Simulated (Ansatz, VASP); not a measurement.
**In2GaP3: VASP beside Ansatz**

```
CELL_PARAMETERS angstrom
3.89878 0.00000 0.00000
0.00000 3.89878 0.00000
0.00000 0.00000 9.06801
ATOMIC_POSITIONS crystal
In 0.00000 0.00000 0.50000
In 0.50000 0.50000 0.00000
Ga 0.00000 0.00000 0.00000
P 0.00000 0.00000 0.30706
P 0.00000 0.00000 0.69294
P 0.50000 0.50000 0.50000
```

Alike in both runs: task single point; functional PBE; k mesh 4 × 4 × 2; occupations gaussian, width 0.1 eV; no spin polarisation.

```csv
,VASP,Ansatz
version,VASP 6.6.1,Ansatz 0.2.0
potentials or method,"VASP PAW PBE potentials, release 64 (In_d, Ga_d, P)","scalar-relativistic, plane waves, PAW"
plane-wave cutoff (eV),520,420
valence electrons in the cell,54,54
```

|  | VASP | Ansatz | Ansatz less VASP |
| --- | --- | --- | --- |
| gap on the k mesh at the Fermi level (eV) | none | none | - |
| rms of the force components (eV/Å) | 9.731 | 9.846 | +0.1152 |

Atom by atom the forces differ by 0.115 eV/Å (rms over components). A gap of «none» marks a metal or a gap that the smearing closes.

Caveats: the k mesh is coarse (spacing up to 0.40 Å⁻¹), so the values aren't converged; forces of over 1 eV/Å show positions far from the minimum, so gaps and moduli don't describe the material at rest.
